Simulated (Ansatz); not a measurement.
# Tc (fcc)

Level of theory: DFT, r²SCAN, scalar-relativistic, no spin polarisation; plane waves to 600 eV with PAW datasets (Ansatz 0.2.0), 18×18×18 k-mesh, Gaussian smearing of 0.05 eV. The datasets are Ansatz's generated set soft_2.

```
Tc
1.0
     0.00000    1.92559    1.92559
     1.92559    0.00000    1.92559
     1.92559    1.92559    0.00000
Tc
1
Direct
  0.00000 0.00000 0.00000
```

At room temperature and ambient pressure Tc is hcp.

Path: Γ–X–U | K–Γ–L–W–X, with Γ = (0.000, 0.000, 0.000), X = (0.500, 0.000, 0.500), U = (0.625, 0.250, 0.625), K = (0.375, 0.375, 0.750), L = (0.500, 0.500, 0.500), W = (0.500, 0.250, 0.750) in reciprocal vectors of the calculation's cell.

Task: Is it a metal or an insulator, and if it has a gap, where are the band edges on this path?

Result: A metal: bands cross the Fermi level.

Levels between -5 and 3 eV from the Fermi level at the path's named points:
| point | below E_F (eV) | above E_F (eV) |
| --- | --- | --- |
| Γ | -1.93 -1.93 -1.93 | 0.92 0.92 |
| X |  | 3.00 |
| U and K | -4.24 -0.86 | 1.17 2.67 |
| L | -2.05 -2.05 | 1.23 |
| W | -4.65 -2.99 -2.99 | 0.38 |

With 15 valence electrons in the calculation's cell and no magnetic order, the bands, two electrons each, can't all be full or empty: band theory demands a metal. (Only strong correlation, outside this picture, could make a Mott insulator of it.)
